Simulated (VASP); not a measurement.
Crystal: AlN.

```
Al N
1.0
     3.11300    0.00000    0.00000
    -1.55650    2.69594    0.00000
     0.00000    0.00000    4.98100
Al N
2 2
Direct
  0.33333 0.66667 0.00000
  0.66667 0.33333 0.50000
  0.33333 0.66667 0.38000
  0.66667 0.33333 0.88000
```

Base run:

* Program: VASP 6.6.1
* Functional: PBEsol
* Potentials or basis: VASP PAW PBE potentials, release 64 (Al, N)
* Cutoff: 520 eV
* k mesh: 8 × 8 × 5
* Occupations: fermi-dirac, width 0.02 eV
* Spin: no spin polarisation

Its results: band gap on the k mesh 4.15 eV, direct; pressure 0.2 GPa; largest force 0.132 eV/Å.

**Question.** After a change of settings the same cell gave: band gap on the k mesh 4.22 eV, direct; pressure 3.5 GPa; largest force 0.129 eV/Å. Which change was it?
A. functional from PBEsol to r2SCAN
B. functional from PBEsol to PBE
C. functional from PBEsol to LDA; potentials or basis from VASP PAW PBE potentials, release 64 (Al, N) to VASP PAW LDA potentials, release 64 (Al, N)
D. functional from PBEsol to HSE06; k mesh from 8 × 8 × 5 to 6 × 6 × 4

**Answer.** B.

PBE binds less tightly than PBEsol, so the same cell stands under more pressure.

Caveats: an odd mesh through Γ misses points on the zone boundary, where band edges often lie; the PAW data sets were made with another functional, which shifts forces and pressure a little (some runs).

Not every run made on this cell is shown here.
